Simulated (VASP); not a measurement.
A run of VASP 6.6.1 is set up as follows.

File INCAR:

```
SYSTEM = Si
PREC = Accurate
ENCUT = 600
EDIFF = 1E-7
ISMEAR = 0
SIGMA = 0.02
LREAL = .False.
LASPH = .True.
NELM = 60
ALGO = Normal
ISIF = 3
LWAVE = .False.
LCHARG = .False.
GGA = PS
IBRION = 2
NSW = 100
EDIFFG = -0.005
```

The input KPOINTS:

```
regular mesh
0
Gamma
  12 12 12
  0 0 0
```

POSCAR

```
Si
1.0
    0.0000000000      2.7135600000      2.7135600000
    2.7135600000      0.0000000000      2.7135600000
    2.7135600000      2.7135600000      0.0000000000
Si
2
Direct
    0.7500000000      0.7500000000      0.7500000000
    0.5000000000      0.5000000000      0.5000000000
```

Potentials or basis: VASP PAW PBE potentials, release 64 (Si).

Command:

```console
$ cat potpaw_PBE.64/Si/POTCAR > POTCAR
$ mpirun -np 1 vasp_std > vasp.out
```

(1) Estimate the relaxed volume.

(2) What does it give for the band gap on the k mesh?

(3) Predict the space group after relaxing (to 0.05 Å).

(4) Estimate the relaxed cell.

Answers

(1) 20.08 Å³/atom.

(2) 0.46 eV, indirect (least direct gap 2.52 eV).

(3) Fd-3m (No. 227).

(4) a = 3.844 Å, b = 3.844 Å, c = 3.844 Å, α = 60.00°, β = 60.00°, γ = 60.00°.

Caveat: the PAW data sets were made with another functional, which shifts forces and pressure a little.
